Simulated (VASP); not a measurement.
The system is ZrS2.

```xyz
3
Lattice="3.6914 0.0000 0.0000 -1.8457 3.1968 0.0000 0.0000 0.0000 6.0411" Properties=species:S:1:pos:R:3 pbc="T T T"
Zr    0.0000    0.0000    0.0000
S     0.0000    2.1312    1.4372
S     1.8457    1.0656    4.6038
```

The cell is a database's computed one.

Program: VASP 6.6.1. Alike in all runs: task band structure; no spin polarisation; cell as given; k mesh 8 × 8 × 6; cutoff (eV) 520; smearing gaussian 0.02 eV.

Question: Order these runs on this cell by their pressure, lowest first.
A. level r2SCAN; potentials or basis VASP PAW PBE potentials, release 64 (Zr_sv, S)
B. level PBEsol; potentials or basis VASP PAW PBE potentials, release 64 (Zr_sv, S)
C. level LDA; potentials or basis VASP PAW LDA potentials, release 64 (Zr_sv, S)

Answer: C (-4.5 GPa), B (-2.5 GPa), A (0.0 GPa).

Caveats: the PAW data sets were made with another functional, which shifts forces and pressure a little (some runs); this functional lacks dispersion, which binds the layers, so the pressure and a relaxed spacing across them are unreliable (some runs).

Runs at the PBE level aren't shown here.
